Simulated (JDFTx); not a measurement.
# SiC (Moissanite) (P6_3mc) in JDFTx: further runs

Runs on SiC (Moissanite). Level: LDA. Tasks: single point.

Program: JDFTx 1.7.0 (patched build). These are calculated values, not measurements. Logs are shortened: lines on timing, memory, paths and dates and some standing lists are left out, and cuts for length are marked. The log counts tension as positive stress, the text compression.

## Step 1: The crystal as given

It takes space group P6_3mc (No. 186, hexagonal). The conventional cell has a = 3.076 Å, b = 3.076 Å, c = 5.048 Å, α = 90.00°, β = 90.00°, γ = 120.00°. Around Si (site symmetry 3m) lie 4 C at 1.87 to 1.94 Å. C (site symmetry 3m) has 4 Si at 1.87 to 1.94 Å as nearest neighbours.

## Step 2: Single point, LDA

Contents of SiC.in:

```
lattice \
    3.0760000000    -1.5380000000     0.0000000000 \
    0.0000000000     2.6638941420     0.0000000000 \
    0.0000000000     0.0000000000     5.0480000000
latt-scale 1.889726124626 1.889726124626 1.889726124626
coords-type Lattice
ion Si     0.6666666667     0.3333333333     0.5000000000 1
ion Si     0.3333333333     0.6666666667     0.0000000000 1
ion C      0.6666666667     0.3333333333     0.8850000000 1
ion C      0.3333333333     0.6666666667     0.3850000000 1

ion-species pseudo/Si.upf
ion-species pseudo/C.upf
elec-cutoff 41 328
elec-ex-corr lda-PW
kpoint-folding 10 10 5
elec-smearing Gauss 0.00091873305
elec-n-bands 14
electronic-SCF nIterations 100 energyDiffThreshold 1e-09
electronic-minimize nIterations 30 energyDiffThreshold 1e-7
converge-empty-states yes
forces-output-coords Cartesian

dump-name run.$VAR
dump End Ecomponents EigStats BandEigs Kpoints Forces Stress
```

Potentials or basis: PseudoDojo-SR-LDA-0.4.1-standard with smoothed tails.

The run is started by

```
$ jdftx -c 1 -i SiC.in -o SiC.out
```

What it wrote:

```text
*************** JDFTx 1.7.0 (patched build) ***************

Input parsed successfully to the following command list (including defaults):
[... the input with its defaults ...]

---------- Setting up symmetries ----------

Found 24 point-group symmetries of the bravais lattice
Found 12 space-group symmetries with basis
Applied RMS atom displacement 3.35602e-10 bohrs to make symmetries exact.

---------- Initializing the Grid ----------
R =
[       5.8128      -2.9064            0  ]
[            0      5.03403            0  ]
[            0            0      9.53934  ]
unit cell volume = 279.138
G =
[    1.08092   0.624071         -0  ]
[          0    1.24814          0  ]
[          0         -0   0.658661  ]
Minimum fftbox size, Smin = [  48  48  80  ]
Chosen fftbox size, S = [  48  48  80  ]

---------- Initializing tighter grid for wavefunction operations ----------
R =
[       5.8128      -2.9064            0  ]
[            0      5.03403            0  ]
[            0            0      9.53934  ]
unit cell volume = 279.138
G =
[    1.08092   0.624071         -0  ]
[          0    1.24814          0  ]
[          0         -0   0.658661  ]
Minimum fftbox size, Smin = [  36  36  56  ]
Chosen fftbox size, S = [  36  36  56  ]

---------- Exchange Correlation functional ----------
Initalized Slater LDA exchange.
Initalized Perdew-Wang LDA correlation.

---------- Setting up pseudopotentials ----------
Width of ionic core gaussian charges (only for fluid interactions / plotting) set to 0

Reading pseudopotential file 'pseudo/Si.upf':
  'Si' pseudopotential, 'SLA  PW   NOGX NOGC' functional
  Generated using ONCVPSP code by D. R. Hamann
  4 valence electrons, 2 orbitals, 6 projectors, 1001 radial grid points, with lMax = 2
    3S    l: 0   occupation:  2.0   eigenvalue: -0.399800
    3P    l: 1   occupation:  2.0   eigenvalue: -0.152981
  Core radius for overlap checks: 1.86 bohrs.

Reading pseudopotential file 'pseudo/C.upf':
  'C' pseudopotential, 'SLA  PW   NOGX NOGC' functional
  Generated using ONCVPSP code by D. R. Hamann
  4 valence electrons, 2 orbitals, 4 projectors, 1001 radial grid points, with lMax = 1
    2S    l: 0   occupation:  2.0   eigenvalue: -0.501235
    2P    l: 1   occupation:  2.0   eigenvalue: -0.199029
  Core radius for overlap checks: 1.21 bohrs.

Initialized 2 species with 4 total atoms.

Folded 1 k-points by 10x10x5 to 500 k-points.

---------- Setting up k-points, bands, fillings ----------
Adding inversion symmetry to k-mesh for non-inversion-symmetric unit cell.
Reduced to 42 k-points under symmetry.
Computing the number of bands and number of electrons
Calculating initial fillings.
nElectrons:  16.000000   nBands: 14   nStates: 42

----- Setting up reduced wavefunction bases (one per k-point) -----
average nbasis = 3499.894 , ideal nbasis = 3500.169

---------- Setting up ewald sum ----------
Optimum gaussian width for ewald sums = 2.069378 bohr.
Real space sum over 1089 unit cells with max indices [  5  5  4  ]
Reciprocal space sum over 2873 terms with max indices [  6  6  8  ]

---------- Allocating electronic variables ----------
Initializing wave functions:  linear combination of atomic orbitals
Si pseudo-atom occupations:   s ( 2 )  p ( 2 )
C pseudo-atom occupations:   s ( 2 )  p ( 2 )
	FillingsUpdate:  mu: +0.537128296  nElectrons: 16.000000
LCAOMinimize: Iter:   0  F: -19.1903774752939142  |grad|_K:  8.628e-03  alpha:  1.000e+00
	FillingsUpdate:  mu: +0.520365953  nElectrons: 16.000000
LCAOMinimize: Iter:   1  F: -19.3889562864662466  |grad|_K:  2.108e-04  alpha:  4.165e-01  linmin: -5.249e-01  cgtest:  8.764e-01
LCAOMinimize: Encountered beta<0, resetting CG.
[... 5 lines of inner loops ...]
LCAOMinimize: Iter:   4  F: -19.3890971250648363  |grad|_K:  3.117e-07  alpha:  7.613e-01  linmin:  5.011e-05  cgtest:  3.196e-03
	FillingsUpdate:  mu: +0.519987368  nElectrons: 16.000000
LCAOMinimize: Iter:   5  F: -19.3890971253374538  |grad|_K:  5.764e-08  alpha:  4.624e-01  linmin:  9.238e-04  cgtest: -1.693e-03
LCAOMinimize: Converged (|Delta F|<1.000000e-06 for 2 iters).

-------- Electronic minimization -----------
Will mix electronic density at each iteration.
	FillingsUpdate:  mu: +0.519987368  nElectrons: 16.000000
	FillingsUpdate:  mu: +0.435301688  nElectrons: 16.000000
SCF: Cycle:  0   F: -19.552684184059618   dF: -1.636e-01   |Residual|: 8.568e-02   |deigs|: 6.683e-02
	FillingsUpdate:  mu: +0.430078585  nElectrons: 16.000000
SCF: Cycle:  1   F: -19.556384957337801   dF: -3.701e-03   |Residual|: 4.678e-02   |deigs|: 4.739e-03
	FillingsUpdate:  mu: +0.429401023  nElectrons: 16.000000
SCF: Cycle:  2   F: -19.556745300041914   dF: -3.603e-04   |Residual|: 7.090e-03   |deigs|: 1.516e-03
	FillingsUpdate:  mu: +0.429281903  nElectrons: 16.000000
SCF: Cycle:  3   F: -19.556811051305083   dF: -6.575e-05   |Residual|: 5.120e-03   |deigs|: 8.665e-04
	FillingsUpdate:  mu: +0.429316863  nElectrons: 16.000000
SCF: Cycle:  4   F: -19.556823360950624   dF: -1.231e-05   |Residual|: 1.215e-03   |deigs|: 2.025e-04
	FillingsUpdate:  mu: +0.429378324  nElectrons: 16.000000
SCF: Cycle:  5   F: -19.556824304894469   dF: -9.439e-07   |Residual|: 8.978e-04   |deigs|: 1.127e-04
	FillingsUpdate:  mu: +0.429372653  nElectrons: 16.000000
SCF: Cycle:  6   F: -19.556825269219644   dF: -9.643e-07   |Residual|: 2.408e-04   |deigs|: 7.508e-05
	FillingsUpdate:  mu: +0.429370408  nElectrons: 16.000000
SCF: Cycle:  7   F: -19.556825405122034   dF: -1.359e-07   |Residual|: 5.749e-05   |deigs|: 4.403e-05
	FillingsUpdate:  mu: +0.429371972  nElectrons: 16.000000
SCF: Cycle:  8   F: -19.556825439623921   dF: -3.450e-08   |Residual|: 4.657e-05   |deigs|: 3.673e-05
	FillingsUpdate:  mu: +0.429371434  nElectrons: 16.000000
SCF: Cycle:  9   F: -19.556825459320610   dF: -1.970e-08   |Residual|: 9.570e-06   |deigs|: 4.876e-05
	FillingsUpdate:  mu: +0.429371251  nElectrons: 16.000000
SCF: Cycle: 10   F: -19.556825463869522   dF: -4.549e-09   |Residual|: 1.330e-05   |deigs|: 4.057e-05
	FillingsUpdate:  mu: +0.429371459  nElectrons: 16.000000
SCF: Cycle: 11   F: -19.556825466195356   dF: -2.326e-09   |Residual|: 3.568e-06   |deigs|: 6.396e-05
	FillingsUpdate:  mu: +0.429371448  nElectrons: 16.000000
SCF: Cycle: 12   F: -19.556825466855674   dF: -6.603e-10   |Residual|: 2.690e-06   |deigs|: 4.009e-05
	FillingsUpdate:  mu: +0.429371458  nElectrons: 16.000000
SCF: Cycle: 13   F: -19.556825467164650   dF: -3.090e-10   |Residual|: 1.842e-06   |deigs|: 2.819e-05
SCF: Converged (|Delta E|<1.000000e-09 for 2 iters).

Setting wave functions to eigenvectors of Hamiltonian
Converging empty states (this may take a while):
EmptyStates: None of the convergence criteria satisfied.
|deigs|: 3.548e-04

# Stress tensor in Cartesian coordinates [Eh/a0^3]:
[  0.000105931            0            0  ]
[            0  0.000105931            0  ]
[            0            0   0.00024618  ]

# Ionic positions in lattice coordinates:
ion Si   0.666666666666667   0.333333333333333   0.500000000000000 1
ion Si   0.333333333333333   0.666666666666667   0.000000000000000 1
ion C   0.666666666666667   0.333333333333333   0.885000000000000 1
ion C   0.333333333333333   0.666666666666667   0.385000000000000 1

# Forces in Cartesian coordinates:
force Si   0.000000000000000   0.000000000000000   0.014208342424285 1
force Si   0.000000000000000   0.000000000000000   0.014208342424285 1
force C  -0.000000000000000  -0.000000000000000  -0.014208368298058 1
force C   0.000000000000000  -0.000000000000000  -0.014208368298058 1

# Energy components:
   Eewald =      -20.8945946025515923
       EH =        2.3501769064085440
     Eloc =       -6.9686167589681407
      Enl =        0.5902411423185325
      Exc =       -7.5610593166947728
 Exc_core =        1.0746933299038444
       KE =       11.8523338324189336
-------------------------------------
     Etot =      -19.5568254671646500
       TS =        0.0000000000000001
-------------------------------------
        F =      -19.5568254671646500

IonicMinimize: Iter:   0  F: -19.556825467164650  |grad|_K:  8.203e-03
IonicMinimize: None of the convergence criteria satisfied after 0 iterations.

#--- Lowdin population analysis ---
# oxidation-state Si +1.094 +1.094
# oxidation-state C -1.020 -1.020

Dumping 'run.eigStats' ...
	eMin: -0.223777 at state 0 ( [ +0.000000 +0.000000 +0.000000 ] spin 0 )
	HOMO: +0.350997 at state 0 ( [ +0.000000 +0.000000 +0.000000 ] spin 0 )
	mu  : +0.429371
	LUMO: +0.438595 at state 39 ( [ +0.300000 +0.300000 +0.000000 ] spin 0 )
	eMax: +0.745555 at state 17 ( [ +0.000000 +0.500000 +0.400000 ] spin 0 )
	HOMO-LUMO gap: +0.087598
	Optical gap  : +0.146891 at state 15 ( [ +0.000000 +0.500000 +0.000000 ] spin 0 )
WARNING: the last solve of the electrons (or of bands or displaced states from it) ended unconverged.
Done!
[note: mu as printed may lie anywhere between the filled and the empty levels]
```

Run time: 90 s. Hardware: 1 thread of Arm Neoverse V2, shared host; peak memory 0.2 GiB.

Results:

```yaml
Free_energy: -532.1683 eV
Pressure: -4.5 GPa
Largest_force: 0.731 eV/Å
Band_gap_on_the_k_mesh: 2.38 eV, indirect (least direct gap 4.00 eV)
Loewdin_charges: Si +1.09; C -1.02 e
```

Forces on the atoms (eV/Å):
```
Si   0.000  0.000  0.731
Si   0.000  0.000  0.731
C    0.000  0.000 -0.731
C    0.000  0.000 -0.731
```

Caveat: the empty levels aren't tightly converged; an odd mesh through Γ misses points on the zone boundary, where band edges often lie.

## Step 3: Single point, LDA

Contents of SiC.in:

```
lattice \
    5.8127975593    -2.9063987797     0.0000000000 \
    0.0000000000     5.0340303534     0.0000000000 \
    0.0000000000     0.0000000000     9.5393374771
coords-type Lattice
ion Si     0.6666666667     0.3333333333     0.5000000000 1
ion Si     0.3333333333     0.6666666667     0.0000000000 1
ion C      0.6666666667     0.3333333333     0.8850000000 1
ion C      0.3333333333     0.6666666667     0.3850000000 1

ion-species pseudo/Si.upf
ion-species pseudo/C.upf
elec-cutoff 41 328
elec-ex-corr lda-PW
kpoint-folding 10 10 5
elec-smearing Fermi 0.0018374661
elec-n-bands 14
electronic-SCF nIterations 100 energyDiffThreshold 1e-09
electronic-minimize nIterations 30 energyDiffThreshold 1e-7
converge-empty-states yes
forces-output-coords Cartesian

dump-name run.$VAR
dump End Ecomponents EigStats BandEigs Kpoints Forces Stress ElecDensity
```

Potentials or basis: PseudoDojo-SR-LDA-0.4.1-standard with smoothed tails.

The run is started by

```
$ jdftx -c 1 -i SiC.in -o SiC.out
```

It took 90 s on 1 thread of Arm Neoverse V2, shared host; peak memory 0.2 GiB.

Results (log left out):

```yaml
Free_energy: -532.1683 eV
Pressure: -4.5 GPa
Largest_force: 0.731 eV/Å
Band_gap_on_the_k_mesh: 2.38 eV, indirect (least direct gap 4.00 eV)
Loewdin_charges: Si +1.09; C -1.02 e
```

Forces on the atoms (eV/Å):
```
Si   0.000  0.000  0.731
Si   0.000  0.000  0.731
C    0.000  0.000 -0.731
C    0.000  0.000 -0.731
```

Stress tensor (GPa, compression positive):
```
-3.12  0.00  0.00
 0.00 -3.12  0.00
 0.00  0.00 -7.24
```

Levels at points of the mesh, in eV from the valence-band top:
```
           k point  band 5  band 6  band 7  band 8  band 9  band 10
(0.00, 0.00, 0.00)   -1.56   -0.27   -0.27    0.00    4.59     6.04
(0.00, 0.50, 0.00)   -5.44   -3.55   -3.28   -1.49    2.51     4.14
```

Caveat: the empty levels aren't tightly converged; an odd mesh through Γ misses points on the zone boundary, where band edges often lie.
